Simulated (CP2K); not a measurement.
The system is GaN.

```xyz
2
Lattice="3.1869 0.0000 0.0000 1.5935 2.7600 0.0000 1.5935 0.9200 2.6021" Properties=species:S:1:pos:R:3 pbc="T T T"
Ga    0.0000    0.0000    0.0000
N     1.5935    0.9200    0.6505
```

The cell is a database's computed one.

Base run:

| Quantity | Value |
| --- | --- |
| Program | CP2K 2026.2 |
| Functional | vdW-DF-cx |
| Potentials or basis | POTENTIAL_UZH Ga GTH-PBE-q13, N GTH-PBE-q5; TZVP-MOLOPT-PBE-GTH basis |
| Density cutoff | 9184 eV |
| k mesh | 10 × 10 × 10 |
| Occupations | fermi-dirac, width 0.05 eV |
| Spin | no spin polarisation |

Its results: band gap on the k mesh 1.60 eV, direct; pressure 3.3 GPa.

**Question.** The run is repeated on the same cell with these changes: functional from vdW-DF-cx to LDA. What comes out?

**Answer.** Band gap on the k mesh 1.52 eV, direct; pressure -1.2 GPa.

Caveats: the potentials were made for another functional, which shifts forces and pressure; the basis of atomic orbitals isn't converged, which shifts pressures, moduli and gaps.

